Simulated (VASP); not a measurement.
# PbO (Litharge) (P4/nmm) in VASP: notebook, part 2 of 2

VASP 6.6.1. The steps go on from the part before.

## Step 4: Single point, LDA

File INCAR:

```
SYSTEM = PbO
PREC = Normal ; ENCUT = 500
EDIFF = 1E-7 ; ISMEAR = 0
SIGMA = 0.05 ; LREAL = .False.
LASPH = .True. ; NELM = 100
ALGO = Normal ; ISIF = 2
LWAVE = .False. ; LCHARG = .False.
ADDGRID = .False.
```

File KPOINTS:

```
regular mesh
0
Gamma
  8 8 7
  0 0 0
```

File POSCAR:

```
PbO
1.0
    3.9900000000      0.0000000000      0.0000000000
    0.0000000000      3.9900000000      0.0000000000
    0.0000000000      0.0000000000      5.0100000000
Pb O
2 2
Direct
    0.5000000000      0.0000000000      0.7600000000
    0.0000000000      0.5000000000      0.2400000000
    0.5000000000      0.5000000000      0.0000000000
    0.0000000000      0.0000000000      0.0000000000
```

Potentials or basis: VASP PAW LDA potentials, release 64 (Pb_d, O).

On the command line:

```console
$ cat potpaw_LDA.64/Pb_d/POTCAR potpaw_LDA.64/O/POTCAR > POTCAR
$ mpirun -np 1 vasp_std > vasp.out
```

OUTCAR:

```text
SYSTEM = PbO
   PREC = Normal
   ENCUT = 500
   EDIFF = 1E-7
   ISMEAR = 0
   LREAL = .False.
   LASPH = .True.
   NELM = 100
   ISIF = 2

 Found     60 irreducible k-points:

 Following reciprocal coordinates:
            Coordinates               Weight
  0.000000  0.000000  0.000000      1.000000
  0.125000  0.000000  0.000000      4.000000
  0.250000  0.000000  0.000000      4.000000
  0.375000  0.000000  0.000000      4.000000
  0.500000  0.000000  0.000000      2.000000
  0.125000  0.125000  0.000000      4.000000
   k-points           NKPTS =     60   k-points in BZ     NKDIM =     60   number of bands    NBANDS=     24
   number of dos      NEDOS =    301   number of ions     NIONS =      4
   total plane-waves  NPLWV =  16128
   dimension x,y,z NGX =    24 NGY =   24 NGZ =   28
   dimension x,y,z NGXF=    48 NGYF=   48 NGZF=   56
   ions per type =               2   2
   NGX,Y,Z   is equivalent  to a cutoff of  10.00, 10.00,  9.29 a.u.
   NGXF,Y,Z  is equivalent  to a cutoff of  20.00, 20.00, 18.58 a.u.
 SYSTEM =  PbO
   PREC   = normal    normal or accurate (medium, high low for compatibility)
   ISTART =      0    job   : 0-new  1-cont  2-samecut
   ICHARG =      2    charge: 1-file 2-atom 10-const
   ISPIN  =      1    spin polarized calculation?
   LNONCOLLINEAR =      F non collinear calculations
   LSORBIT =      F    spin-orbit coupling
   LASPH  =      T    aspherical Exc in radial PAW
   ENCUT  =  500.0 eV  36.75 Ry    6.06 a.u.   7.27  7.27  9.13*2*pi/ulx,y,z
   NELM   =    100;   NELMIN=  2; NELMDL= -5     # of ELM steps
   EDIFF  = 0.1E-06   stopping-criterion for ELM
   LREAL  =      F    real-space projection
   EDIFFG = 0.1E-05   stopping-criterion for IOM
   NSW    =      0    number of steps for IOM
   IBRION =     -1    ionic relax: 0-MD 1-quasi-New 2-CG
[... 8 lines left out ...]
   EMIN   =  10.00;   EMAX   =-10.00  energy-range for DOS
   EFERMI =   0.00;   METHOD = LEGACY
   ISMEAR =     0;   SIGMA  =   0.05  broadening in eV -4-tet -1-fermi 0-gaus
   EFERMI_NEDOS =   21; number of points for ismear=-14 and -15
   IALGO  =     38    algorithm
   IMIX   =      4    mixing-type and parameters
     AMIX     =   0.40;   BMIX     =  1.00
     AMIX_MAG =   1.60;   BMIX_MAG =  1.00
  volume/ion in A,a.u.               =      19.94       134.56
  Fermi-wavevector in a.u.,A,eV,Ry     =   1.300670  2.457909 23.017539  1.691741
  Thomas-Fermi vector in A             =   2.431853
   LORBIT       =      0    0 simple, 1 ext, 2 COOP (PROOUT), +10 PAW based schemes
   GGA     = CA    functional components
   LHFCALC =     F    Hartree Fock is set to
   AEXX    =    0.0000 exact exchange contribution
   IVDW    =     0    specifies the selected vdW correction
   LEPSILON=     F    determine dielectric tensor
   LRPA    =     F    only Hartree local field effects (RPA)
 non-spin polarized calculation
 Gauss-broadening in eV      SIGMA  =   0.05
  energy-cutoff  :      500.00
  volume of cell :       79.76
 maximum number of plane-waves:      2051
   NGX = 15   NGY = 15   NGZ = 19

 number of electron      39.9999961 magnetization

 Free energy of the ion-electron system (eV)
  ---------------------------------------------------
  ext. energy  EPLUGINS =         0.00000000
  ---------------------------------------------------
  free energy    TOTEN  =       -24.37109964 eV

  energy without entropy =      -24.37109964  energy(sigma->0) =      -24.37109964

 E-fermi :   4.9814     XC(G=0): -10.2905

 val. band max:        4.7493514622   @ k =   0.1250   0.0000   0.0000
 cond. band min:       5.8430363905   @ k =   0.5000   0.5000   0.0000
 fundamental gap:      1.0936849283
 Fermi energy:         4.9814434579

 k-point     1 :       0.0000    0.0000    0.0000
  band No.  band energies     occupation
      1     -13.2575      2.00000
      2     -12.7827      2.00000
      3     -11.1808      2.00000
      4     -11.1808      2.00000
      5     -11.1161      2.00000
      6     -11.1032      2.00000
[... 16 lines left out ...]
     23      10.2418      0.00000
     24      10.2418      0.00000

 k-point     2 :       0.1250    0.0000    0.0000
  band No.  band energies     occupation
      1     -13.2253      2.00000
      2     -12.7917      2.00000
      3     -11.1729      2.00000
      4     -11.1724      2.00000
      5     -11.1047      2.00000
      6     -11.0941      2.00000
[... 16 lines left out ...]
     23      10.3237      0.00000
     24      10.5903      0.00000

 k-point     3 :       0.2500    0.0000    0.0000
  band No.  band energies     occupation
      1     -13.1437      2.00000
      2     -12.8212      2.00000
      3     -11.1510      2.00000
      4     -11.1486      2.00000
      5     -11.0716      2.00000
      6     -11.0711      2.00000
[... 16 lines left out ...]
     23      10.1778      0.00000
     24      10.5607      0.00000

 k-point     4 :       0.3750    0.0000    0.0000
  band No.  band energies     occupation
      1     -13.0439      2.00000
      2     -12.8747      2.00000
      3     -11.1195      2.00000
      4     -11.1162      2.00000
      5     -11.0655      2.00000
      6     -11.0568      2.00000
[... 16 lines left out ...]
     23      10.5777      0.00000
     24      10.9164      0.00000

 k-point     5 :       0.5000    0.0000    0.0000
  band No.  band energies     occupation
      1     -12.9506      2.00000
      2     -12.9506      2.00000
      3     -11.0856      2.00000
      4     -11.0856      2.00000
      5     -11.0852      2.00000
      6     -11.0852      2.00000
[... 16 lines left out ...]
     23      11.2670      0.00000
     24      11.2671      0.00000

 k-point     6 :       0.1250    0.1250    0.0000
  band No.  band energies     occupation
      1     -13.1960      2.00000
      2     -12.7999      2.00000
      3     -11.1779      2.00000
      4     -11.1498      2.00000
      5     -11.0943      2.00000
      6     -11.0873      2.00000
[... 16 lines left out ...]
     23       9.4367      0.00000
     24      10.2491      0.00000

 [... further k-points ...]
[... 5 lines left out ...]
  --------------------------------------------------------------------------------------
  -------------------------------------------------------------------------------------
  Total       -1.7474978     -1.7474978     -1.6574924      0.0000000      0.0000000      0.0000000
  in kB      -35.1029570    -35.1029570    -33.2949688      0.0000000      0.0000000      0.0000000
  external PRESSURE =     -34.5002943 kB  Pullay stress =       0.0000000 kB

 VOLUME and BASIS-vectors are now :
 -----------------------------------------------------------------------------
  energy-cutoff  :      500.00
  volume of cell :       79.76
      direct lattice vectors                 reciprocal lattice vectors
     3.990000000  0.000000000  0.000000000     0.250626566  0.000000000  0.000000000
     0.000000000  3.990000000  0.000000000     0.000000000  0.250626566  0.000000000
     0.000000000  0.000000000  5.010000000     0.000000000  0.000000000  0.199600798

 POSITION                                       TOTAL-FORCE (eV/Angst)
 -----------------------------------------------------------------------------------
      1.99500      0.00000      3.80760         0.000000     -0.000000      0.536377
      0.00000      1.99500      1.20240         0.000000      0.000000     -0.536377
      1.99500      1.99500      0.00000         0.000000     -0.000000      0.000000
      0.00000      0.00000      0.00000        -0.000000      0.000000      0.000000
 -----------------------------------------------------------------------------------
    total drift:                                0.000000     -0.000000     -0.000000

  FREE ENERGIE OF THE ION-ELECTRON SYSTEM (eV)
  ---------------------------------------------------
  free  energy   TOTEN  =       -24.3710996387 eV

  energy  without entropy=      -24.3710996387  energy(sigma->0) =      -24.37109964
```

OSZICAR:

```text
N       E                     dE             d eps       ncg     rms          rms(c)
DAV:   1     0.445630841043E+03    0.44563E+03   -0.19771E+04  2880   0.192E+03
DAV:   2     0.271335284081E+02   -0.41850E+03   -0.41068E+03  3096   0.491E+02
DAV:   3    -0.270861730192E+02   -0.54220E+02   -0.53097E+02  3928   0.188E+02
DAV:   4    -0.287780955146E+02   -0.16919E+01   -0.16909E+01  3168   0.381E+01
DAV:   5    -0.288350122389E+02   -0.56917E-01   -0.56908E-01  4032   0.661E+00    0.119E+01
DAV:   6    -0.246939770149E+02    0.41410E+01   -0.34744E+01  4560   0.457E+01    0.557E+00
DAV:   7    -0.244350096623E+02    0.25897E+00   -0.34588E+00  3760   0.141E+01    0.247E+00
DAV:   8    -0.244026311179E+02    0.32379E-01   -0.91393E-01  3816   0.663E+00    0.126E+00
DAV:   9    -0.243698244640E+02    0.32807E-01   -0.16676E-01  4408   0.362E+00    0.271E-01
DAV:  10    -0.243711365148E+02   -0.13121E-02   -0.18873E-02  3144   0.814E-01    0.466E-02
DAV:  11    -0.243711998083E+02   -0.63294E-04   -0.14281E-03  5104   0.293E-01    0.814E-02
DAV:  12    -0.243711127430E+02    0.87065E-04   -0.24258E-04  4216   0.176E-01    0.372E-02
DAV:  13    -0.243710993783E+02    0.13365E-04   -0.95666E-05  4328   0.765E-02    0.513E-03
DAV:  14    -0.243710998628E+02   -0.48454E-06   -0.43809E-06  3880   0.242E-02    0.324E-03
DAV:  15    -0.243710996433E+02    0.21953E-06   -0.15769E-06  4016   0.177E-02    0.890E-04
DAV:  16    -0.243710996387E+02    0.46202E-08   -0.12377E-07  1776   0.440E-03
   1 F= -.24371100E+02 E0= -.24371100E+02  d E =-.116172E-12
```

It took 39 s on 1 thread of Intel Xeon Platinum 8488C (Sapphire Rapids), shared host; peak memory 0.19 GiB.

The run converged, but some of its settings lie outside the range that counts as converged, so its numbers aren't taken as properties of the crystal.

What came out:

```yaml
Free_energy: -24.3711 eV
Pressure: -3.5 GPa
Largest_force: 0.536 eV/Å
Band_gap_on_the_k_mesh: 1.09 eV, indirect (least direct gap 2.06 eV)
```

Caveat: spin-orbit coupling is left out, which as a rule narrows the gap of such compounds by several tenths of an eV; an odd mesh through Γ misses points on the zone boundary, where band edges often lie.
